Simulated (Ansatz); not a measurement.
Runs of Ansatz 0.2.0 on Ta. Symmetry: Im-3m, No. 229, cubic system. The conventional cell has a = 3.303 Å, b = 3.303 Å, c = 3.303 Å, α = 90.00°, β = 90.00°, γ = 90.00°. Around Ta (site symmetry m-3m) lie 8 Ta at 2.86 Å. 

```tsv
task	level	cell	k mesh	cutoff (eV)	smearing	basis error allowed	mesh quality	gap on the mesh (eV)	pressure (GPa)	relaxed volume (Å³/atom)
relaxation of cell and atoms	LDA	relaxed	11 × 11 × 11	-	fermi-dirac 0.05 eV	0.001 eV/atom	not flagged	-	0.0	17.20
single point	PBE	as given	11 × 11 × 11	262	gaussian 0.027 eV	0.001 eV/atom	not flagged	none	2.1	-
single point	PBE	as given	11 × 11 × 11	262	gaussian 0.013 eV	0.001 eV/atom	not flagged	none	2.1	-
relaxation of cell and atoms	revPBE+D4	relaxed	11 × 11 × 11	-	fermi-dirac 0.05 eV	0.001 eV/atom	not flagged	-	0.0	18.13
single point	PBE	as given	6 × 6 × 6	241	fermi-dirac 0.04 eV	0.002 eV/atom	coarse	none	5.4	-
band structure	PBEsol	as given	11 × 11 × 11	262	fermi-dirac 0.05 eV	0.001 eV/atom	not flagged	-	(a)	-
single point	PBE	as given	11 × 11 × 11	262	gaussian 0.014 eV	0.001 eV/atom	not flagged	none	2.1	-
single point	PBE	as given	11 × 11 × 11	262	gaussian 0.016 eV	0.001 eV/atom	not flagged	none	2.1	-
```

Alike in all rows: potentials or basis all-electron LAPW, scalar-relativistic; no spin polarisation.

Q: Fill in the values left out.

A: (a) -4.4.

Caveats: some runs use coarse meshes; the k mesh is thin for a metal, which can move the energy by tens of meV per atom (some runs).

A k mesh can miss the band edges, and the runs leave out spin-orbit coupling on Ta.

A gap of «none» marks a metal or a gap under the smearing width.

Not every run made on this cell is shown here.
